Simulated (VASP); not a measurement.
# C (Fd-3m) in VASP: further runs

The runs below take C through relaxation of cell and atoms, with PBE, PBEsol.

Program: VASP 6.6.1. These are calculated values, not measurements. Logs are shortened: lines on timing, memory, paths and dates and some standing lists are left out, and cuts for length are marked.

## 1. Starting point

It takes space group Fd-3m (No. 227, cubic). Conventional cell: a = 3.567 Å, b = 3.567 Å, c = 3.567 Å, α = 90.00°, β = 90.00°, γ = 90.00°. C (site symmetry -43m) has 4 C at 1.54 Å as nearest neighbours.

This isn't the form of C at room conditions, which is graphite.

## 2. Relaxation of cell and atoms, PBE

INCAR reads:

```
SYSTEM = C
ALGO = Normal
EDIFF = 1E-6
EDIFFG = -0.02
ENCUT = 600
GGA = PE
IBRION = 2
ISIF = 3
ISMEAR = 0
LASPH = .TRUE.
LCHARG = .FALSE.
LREAL = .FALSE.
LWAVE = .FALSE.
NELM = 60
NSW = 60
PREC = Accurate
SIGMA = 0.02
```

KPOINTS reads:

```
k-points
0
G
  12 12 12
  0 0 0
```

POSCAR reads:

```
C
1.0
    0.0000000000      1.7833700000      1.7833700000
    1.7833700000      0.0000000000      1.7833700000
    1.7833700000      1.7833700000      0.0000000000
C
2
Direct
    0.7500000000      0.7500000000      0.7500000000
    0.5000000000      0.5000000000      0.5000000000
```

Potentials or basis: VASP PAW PBE potentials, release 64 (C).

Started as:

```sh
$ cat potpaw_PBE.64/C/POTCAR > POTCAR
$ mpirun -np 1 vasp_std > vasp.out
```

OUTCAR:

```text
SYSTEM = C
   EDIFF = 1E-6
   EDIFFG = -0.02
   ENCUT = 600
   GGA = PE
   IBRION = 2
   ISIF = 3
   ISMEAR = 0
   LASPH = .TRUE.
   LREAL = .FALSE.
   NELM = 60
   NSW = 60
   PREC = Accurate

 ion  position               nearest neighbor table
   1  0.750  0.750  0.750-   2 1.54   2 1.54   2 1.54   2 1.54
   2  0.500  0.500  0.500-   1 1.54   1 1.54   1 1.54   1 1.54

  LATTYP: Found a face centered cubic cell.
 ALAT       =     3.5667400000

  Lattice vectors:

 A1 = (   0.0000000000,   1.7833700000,   1.7833700000)
 A2 = (   1.7833700000,   0.0000000000,   1.7833700000)
 A3 = (   1.7833700000,   1.7833700000,   0.0000000000)

Analysis of symmetry for initial positions (statically):
=====================================================================
 Subroutine PRICEL returns:
 Original cell was already a primitive cell.

 Routine SETGRP: Setting up the symmetry group for a
 face centered cubic supercell.

 Subroutine GETGRP returns: Found 48 space group operations
 (whereof 24 operations were pure point group operations)
 out of a pool of 48 trial point group operations.

The static configuration has the point symmetry T_d .
 The point group associated with its full space group is O_h .

Analysis of symmetry for dynamics (positions and initial velocities):
=====================================================================
 Subroutine PRICEL returns:
 Original cell was already a primitive cell.

 Routine SETGRP: Setting up the symmetry group for a
 face centered cubic supercell.

 Subroutine GETGRP returns: Found 48 space group operations
 (whereof 24 operations were pure point group operations)
 out of a pool of 48 trial point group operations.

The dynamic configuration has the point symmetry T_d .
 The point group associated with its full space group is O_h .

 Subroutine INISYM returns: Found 48 space group operations
 (whereof 24 operations are pure point group operations),
 and found     1 'primitive' translations

----------------------------------------------------------------------------------------

                                     Primitive cell

  volume of cell :      11.3437

  direct lattice vectors                    reciprocal lattice vectors
     0.000000000  1.783370000  1.783370000    -0.280368067  0.280368067  0.280368067
     1.783370000  0.000000000  1.783370000     0.280368067 -0.280368067  0.280368067
[... 97 lines left out ...]
   NUPDOWN=      -1.0000    fix difference up-down
   EMIN   =  10.00;   EMAX   =-10.00  energy-range for DOS
   EFERMI =   0.00;   METHOD = LEGACY
   ISMEAR =     0;   SIGMA  =   0.02  broadening in eV -4-tet -1-fermi 0-gaus
   EFERMI_NEDOS =   21; number of points for ismear=-14 and -15
   IALGO  =     38    algorithm
   IMIX   =      4    mixing-type and parameters
     AMIX     =   0.40;   BMIX     =  1.00
     AMIX_MAG =   1.60;   BMIX_MAG =  1.00
  volume/ion in A,a.u.               =       5.67        38.28
  Fermi-wavevector in a.u.,A,eV,Ry     =   1.457203  2.753714 28.891161  2.123440
  Thomas-Fermi vector in A             =   2.574032
   LORBIT       =      0    0 simple, 1 ext, 2 COOP (PROOUT), +10 PAW based schemes
   GGA     = PE    functional components
   LHFCALC =     F    Hartree Fock is set to
   AEXX    =    0.0000 exact exchange contribution
   IVDW    =     0    specifies the selected vdW correction
   LEPSILON=     F    determine dielectric tensor
   LRPA    =     F    only Hartree local field effects (RPA)
 conjugate gradient relaxation of ions
 non-spin polarized calculation
 Gauss-broadening in eV      SIGMA  =   0.02
  energy-cutoff  :      600.00
  volume of cell :       11.34
 maximum number of plane-waves:       388
   NGX =  9   NGY =  9   NGZ =  9

--------------------------------------- Ionic step        1  -------------------------------------------

 number of electron       7.9999999 magnetization

 Free energy of the ion-electron system (eV)
  ---------------------------------------------------
  ext. energy  EPLUGINS =         0.00000000
  ---------------------------------------------------
  free energy    TOTEN  =       -18.19009002 eV

  energy without entropy =      -18.19009002  energy(sigma->0) =      -18.19009002

------------------------ aborting loop because EDIFF is reached ----------------------------------------

  FORCE on cell =-STRESS in cart. coord.  units (eV):
  Direction    XX          YY          ZZ          XY          YZ          ZX
  --------------------------------------------------------------------------------------
  -------------------------------------------------------------------------------------
  Total        0.1258829      0.1258829      0.1258829      0.0000000      0.0000000     -0.0000000
  in kB       17.7796372     17.7796372     17.7796372      0.0000000      0.0000000     -0.0000000
  external PRESSURE =      17.7796372 kB  Pullay stress =       0.0000000 kB
[... 59 lines left out ...]
--------------------------------------- Ionic step        3  -------------------------------------------

 number of electron       7.9999999 magnetization

 Free energy of the ion-electron system (eV)
  ---------------------------------------------------
  ext. energy  EPLUGINS =         0.00000000
  ---------------------------------------------------
  free energy    TOTEN  =       -18.19034449 eV

  energy without entropy =      -18.19034449  energy(sigma->0) =      -18.19034449

 E-fermi :   9.8525     XC(G=0): -13.2301

 val. band max:        9.6694071515   @ k =   0.0000   0.0000   0.0000
 cond. band min:      13.8136639147   @ k =   0.3333   0.3333   0.0000
 fundamental gap:      4.1442567632
 Fermi energy:         9.8524997374

 k-point     1 :       0.0000    0.0000    0.0000
  band No.  band energies     occupation
      1     -11.7521      2.00000
      2       9.6694      2.00000
      3       9.6694      2.00000
      4       9.6694      2.00000
      5      15.2484      0.00000
      6      15.2484      0.00000
      7      15.2484      0.00000
      8      22.9072      0.00000
[... 243 lines left out ...]
 k-point    24 :      -0.4167    0.1667    0.0000
  band No.  band energies     occupation
      1      -5.5930      2.00000
      2      -2.8188      2.00000
      3       4.2125      2.00000
      4       6.0958      2.00000
      5      17.1883      0.00000
      6      19.8729      0.00000
      7      20.8212      0.00000
      8      25.0585      0.00000

 [... further k-points ...]
[... 5 lines left out ...]
  --------------------------------------------------------------------------------------
  -------------------------------------------------------------------------------------
  Total       -0.0000068     -0.0000068     -0.0000068      0.0000000      0.0000000     -0.0000000
  in kB       -0.0009542     -0.0009542     -0.0009542      0.0000000      0.0000000     -0.0000000
  external PRESSURE =      -0.0009542 kB  Pullay stress =       0.0000000 kB
[... 17 lines left out ...]
  FREE ENERGIE OF THE ION-ELECTRON SYSTEM (eV)
  ---------------------------------------------------
  free  energy   TOTEN  =       -18.1903444857 eV

  energy  without entropy=      -18.1903444857  energy(sigma->0) =      -18.19034449

 reached required accuracy - stopping structural energy minimisation
```

OSZICAR:

```text
N       E                     dE             d eps       ncg     rms          rms(c)
DAV:   1     0.196727805838E+01    0.19673E+01   -0.55063E+03  1240   0.108E+03
DAV:   2    -0.187014164637E+02   -0.20669E+02   -0.19319E+02  1880   0.122E+02
DAV:   3    -0.188275126012E+02   -0.12610E+00   -0.12610E+00  1224   0.122E+01
[... 15 lines left out ...]
       N       E                     dE             d eps       ncg     rms          rms(c)
DAV:   1    -0.181904567220E+02   -0.49862E-03   -0.77382E-03  1368   0.915E-01    0.796E-02
DAV:   2    -0.181903757840E+02    0.80938E-04   -0.65882E-05  1248   0.802E-02    0.414E-02
DAV:   3    -0.181903444430E+02    0.31341E-04   -0.66812E-05  1272   0.650E-02    0.647E-03
DAV:   4    -0.181903444857E+02   -0.42756E-07   -0.12841E-07   872   0.506E-03
   3 F= -.18190344E+02 E0= -.18190344E+02  d E =-.254468E-03
```

CONTCAR:

```text
C
   1.00000000000000
     0.0000000000000000    1.7858031310044793    1.7858031310044793
     1.7858031310044793    0.0000000000000000    1.7858031310044793
     1.7858031310044793    1.7858031310044793   -0.0000000000000000
  C
     2
Direct
     0.7500000000000000    0.7500000000000000    0.7500000000000000
     0.5000000000000000    0.5000000000000000    0.5000000000000000

  0.00000000E+00  0.00000000E+00  0.00000000E+00
  0.00000000E+00  0.00000000E+00  0.00000000E+00
```

Wall time 17 s (1 thread of AMD EPYC 7R43 (Zen 3), shared host); peak memory 0.08 GiB.

What came out:

| Quantity | Value |
| --- | --- |
| Free energy | -18.1903 eV |
| Relaxed volume | 5.70 Å³/atom |
| Relaxed cell | a = 2.526 Å, b = 2.526 Å, c = 2.526 Å, α = 60.00°, β = 60.00°, γ = 60.00° |
| Space group after relaxing (to 0.05 Å) | Fd-3m (No. 227) |
| Energy gained by relaxing | 0.1 meV/atom |
| Ionic steps | 3 |
| Pressure after relaxing | 0.0 GPa |
| Band gap on the k mesh | 4.14 eV, indirect (least direct gap 5.58 eV) |

The path:
| step | energy change (eV) | largest force (eV/Å) | pressure (GPa) | volume (Å³) |
| --- | --- | --- | --- | --- |
| 1 | 0.0000 | 0.0000 | 1.78 | 11.34 |
| 2 | 0.0001 | 0.0000 | -2.16 | 11.45 |
| 3 | -0.0003 | 0.0000 | 0.00 | 11.39 |

Final structure:
```
C
1.0
     0.00000    1.78580    1.78580
     1.78580    0.00000    1.78580
     1.78580    1.78580    0.00000
C
2
Direct
  0.75000 0.75000 0.75000
  0.50000 0.50000 0.50000
```

Levels at points of the mesh, in eV from the valence-band top:
```tsv
k point	band 1	band 2	band 3	band 4	band 5	band 6	band 7	band 8
(0.00, 0.00, 0.00)	-21.42	0.00	0.00	0.00	5.58	5.58	5.58	13.24
(0.50, 0.00, 0.00)	-15.67	-13.33	-2.79	-2.79	8.44	8.44	8.79	15.66
(0.50, 0.50, 0.00)	-12.74	-12.74	-6.27	-6.27	4.75	4.75	16.74	16.74
```

## 3. Relaxation of cell and atoms, PBEsol

INCAR reads:

```
SYSTEM = C
  PREC = Accurate
  ENCUT = 200
  EDIFF = 1E-7
  ISMEAR = 0
  SIGMA = 0.02
  LREAL = .FALSE.
  LASPH = .TRUE.
  NELM = 100
  ALGO = Normal
  ISIF = 3
  LWAVE = .FALSE.
  LCHARG = .FALSE.
  GGA = PS
  IBRION = 2
  NSW = 60
  EDIFFG = -0.02
```

KPOINTS reads:

```
regular mesh
0
G
  12 12 12
  0 0 0
```

POSCAR is that of step 2.

Potentials or basis: VASP PAW PBE potentials, release 64 (C).

Started as:

```sh
$ cat potpaw_PBE.64/C/POTCAR > POTCAR
$ mpirun -np 1 vasp_std > vasp.out
```

OUTCAR:

```text
SYSTEM = C
   PREC = Accurate
   ENCUT = 200
   EDIFF = 1E-7
   ISMEAR = 0
   LREAL = .FALSE.
   LASPH = .TRUE.
   NELM = 100
   ISIF = 3
   GGA = PS
   IBRION = 2
   NSW = 60
   EDIFFG = -0.02

 ion  position               nearest neighbor table
   1  0.750  0.750  0.750-   2 1.54   2 1.54   2 1.54   2 1.54
   2  0.500  0.500  0.500-   1 1.54   1 1.54   1 1.54   1 1.54

  LATTYP: Found a face centered cubic cell.
 ALAT       =     3.5667400000

  Lattice vectors:

 A1 = (   0.0000000000,   1.7833700000,   1.7833700000)
 A2 = (   1.7833700000,   0.0000000000,   1.7833700000)
 A3 = (   1.7833700000,   1.7833700000,   0.0000000000)

Analysis of symmetry for initial positions (statically):
=====================================================================
 Subroutine PRICEL returns:
 Original cell was already a primitive cell.

 Routine SETGRP: Setting up the symmetry group for a
 face centered cubic supercell.

 Subroutine GETGRP returns: Found 48 space group operations
 (whereof 24 operations were pure point group operations)
 out of a pool of 48 trial point group operations.

The static configuration has the point symmetry T_d .
 The point group associated with its full space group is O_h .

Analysis of symmetry for dynamics (positions and initial velocities):
=====================================================================
 Subroutine PRICEL returns:
 Original cell was already a primitive cell.

 Routine SETGRP: Setting up the symmetry group for a
 face centered cubic supercell.

 Subroutine GETGRP returns: Found 48 space group operations
 (whereof 24 operations were pure point group operations)
 out of a pool of 48 trial point group operations.

The dynamic configuration has the point symmetry T_d .
 The point group associated with its full space group is O_h .

[... 124 lines left out ...]
   LHFCALC =     F    Hartree Fock is set to
   AEXX    =    0.0000 exact exchange contribution
   IVDW    =     0    specifies the selected vdW correction
   LEPSILON=     F    determine dielectric tensor
   LRPA    =     F    only Hartree local field effects (RPA)
 conjugate gradient relaxation of ions
 non-spin polarized calculation
 Gauss-broadening in eV      SIGMA  =   0.02
  energy-cutoff  :      200.00
  volume of cell :       11.34
 maximum number of plane-waves:        77
   NGX =  5   NGY =  5   NGZ =  5

--------------------------------------- Ionic step        1  -------------------------------------------

 number of electron       8.0000011 magnetization

 Free energy of the ion-electron system (eV)
  ---------------------------------------------------
  ext. energy  EPLUGINS =         0.00000000
  ---------------------------------------------------
  free energy    TOTEN  =       -18.87430237 eV

  energy without entropy =      -18.87430237  energy(sigma->0) =      -18.87430237

------------------------ aborting loop because EDIFF is reached ----------------------------------------

  FORCE on cell =-STRESS in cart. coord.  units (eV):
  Direction    XX          YY          ZZ          XY          YZ          ZX
  --------------------------------------------------------------------------------------
  -------------------------------------------------------------------------------------
  Total       -7.2708214     -7.2708214     -7.2708214     -0.0000000      0.0000000      0.0000000
  in kB    -1026.9272871  -1026.9272871  -1026.9272871     -0.0000000      0.0000000      0.0000000
  external PRESSURE =   -1026.9272871 kB  Pullay stress =       0.0000000 kB
[... 131 lines left out ...]
--------------------------------------- Ionic step        5  -------------------------------------------

 number of electron       7.9999992 magnetization

 Free energy of the ion-electron system (eV)
  ---------------------------------------------------
  ext. energy  EPLUGINS =         0.00000000
  ---------------------------------------------------
  free energy    TOTEN  =       -19.52832403 eV

  energy without entropy =      -19.52832403  energy(sigma->0) =      -19.52832403

 E-fermi :  13.3521     XC(G=0): -14.3134

 val. band max:       13.1183959853   @ k =   0.0000   0.0000   0.0000
 cond. band min:      16.8552292503   @ k =   0.4167   0.4167   0.0000
 fundamental gap:      3.7368332650
 Fermi energy:        13.3520557396

 k-point     1 :       0.0000    0.0000    0.0000
  band No.  band energies     occupation
      1     -11.7197      2.00000
      2      13.1184      2.00000
      3      13.1184      2.00000
      4      13.1184      2.00000
      5      18.9896      0.00000
      6      18.9896      0.00000
      7      18.9896      0.00000
      8      29.6700      0.00000
[... 243 lines left out ...]
 k-point    24 :      -0.4167    0.1667    0.0000
  band No.  band energies     occupation
      1      -4.4912      2.00000
      2      -2.0831      2.00000
      3       6.2145      2.00000
      4       8.5305      2.00000
      5      20.7521      0.00000
      6      24.3451      0.00000
      7      26.1075      0.00000
      8      30.5968      0.00000

 [... further k-points ...]
[... 5 lines left out ...]
  --------------------------------------------------------------------------------------
  -------------------------------------------------------------------------------------
  Total        0.0032220      0.0032220      0.0032220      0.0000000      0.0000000     -0.0000000
  in kB        0.5407860      0.5407860      0.5407860      0.0000000      0.0000000     -0.0000000
  external PRESSURE =       0.5407860 kB  Pullay stress =       0.0000000 kB
[... 17 lines left out ...]
  FREE ENERGIE OF THE ION-ELECTRON SYSTEM (eV)
  ---------------------------------------------------
  free  energy   TOTEN  =       -19.5283240310 eV

  energy  without entropy=      -19.5283240310  energy(sigma->0) =      -19.52832403

 reached required accuracy - stopping structural energy minimisation
```

CONTCAR:

```text
C
   1.00000000000000
    -0.0000000000000000    1.6836884847958014    1.6836884847958014
     1.6836884847958014    0.0000000000000000    1.6836884847958014
     1.6836884847958014    1.6836884847958014   -0.0000000000000000
  C
     2
Direct
     0.7500000000000000    0.7500000000000000    0.7500000000000000
     0.5000000000000000    0.5000000000000000    0.5000000000000000

  0.00000000E+00  0.00000000E+00  0.00000000E+00
  0.00000000E+00  0.00000000E+00  0.00000000E+00
```

Wall time 6.3 s (1 thread of AMD EPYC 7R13 (Zen 3), shared host); peak memory 0.07 GiB.

The run converged, but a check on its numbers failed (symmetry, net force, bounds or a known fault of this set-up), so they aren't taken as properties of the crystal.

Caveat: the cutoff lies under the usual one of these potentials, so the numbers hold a large basis-set error; the volume moved by over 15 % at a fixed basis, so the end points are rough; the PAW data sets were made with another functional, which shifts forces and pressure a little; the volume moved by -16 % from the deposited cell, more than functionals usually miss.

## 4. Relaxation of cell and atoms, PBEsol

INCAR reads:

```
ALGO     = Normal         # electronic algorithm
EDIFF    = 1E-6           # SCF threshold, eV
EDIFFG   = -0.01          # ionic threshold
ENCUT    = 600            # plane-wave cutoff, eV
GGA      = PS             # functional
IBRION   = 2              # ionic algorithm
ISIF     = 3              # what is computed and relaxed
ISMEAR   = 0              # smearing method
LASPH    = True           # aspherical terms in the spheres
LCHARG   = False          # write CHGCAR
LREAL    = False          # projectors in reciprocal space
LWAVE    = False          # write WAVECAR
NELM     = 80             # most SCF steps
NSW      = 60             # ionic steps
PREC     = Accurate       # precision mode
SIGMA    = 0.02           # smearing width, eV
```

KPOINTS reads:

```
k-points
0
Gamma
  4 4 4
```

POSCAR is that of step 3.

Started as:

```sh
$ cat potpaw_PBE.64/C/POTCAR > POTCAR
$ mpirun -np 1 vasp_std > vasp.out
```

It took 4.2 s on 1 thread of Intel Xeon Platinum 8488C (Sapphire Rapids), shared host; peak memory 0.11 GiB.

Results (log left out):

* Free energy: -19.1172 eV
* Relaxed volume: 5.63 Å³/atom
* Relaxed cell: a = 2.516 Å, b = 2.516 Å, c = 2.516 Å, α = 60.00°, β = 60.00°, γ = 60.00°
* Space group after relaxing (to 0.05 Å): Fd-3m (No. 227)
* Energy gained by relaxing: 0.4 meV/atom
* Ionic steps: 3
* Pressure after relaxing: 0.0 GPa
* Band gap on the k mesh: 4.35 eV, indirect (least direct gap 5.55 eV)

Step by step:
```tsv
step	energy change (eV)	largest force (eV/Å)	pressure (GPa)	volume (Å³)
1	0.0000	0.0000	-3.28	11.34
2	0.0005	0.0000	4.31	11.15
3	-0.0009	0.0000	-0.01	11.26
```

Final structure:
```
C
1.0
     0.00000    1.77896    1.77896
     1.77896    0.00000    1.77896
     1.77896    1.77896    0.00000
C
2
Direct
  0.75000 0.75000 0.75000
  0.50000 0.50000 0.50000
```

Levels at points of the mesh, in eV from the valence-band top:
```tsv
k point	band 1	band 2	band 3	band 4	band 5	band 6	band 7	band 8
(0.00, 0.00, 0.00)	-21.64	0.00	0.00	0.00	5.55	5.55	5.55	13.54
(0.50, 0.00, 0.00)	-15.76	-13.56	-2.83	-2.83	8.40	8.40	8.93	15.54
(0.50, 0.50, 0.00)	-12.84	-12.84	-6.39	-6.39	4.60	4.60	16.90	16.90
```

Caveat: the k mesh is coarse (spacing up to 0.76 Å⁻¹), so the values aren't converged; the PAW data sets were made with another functional, which shifts forces and pressure a little.
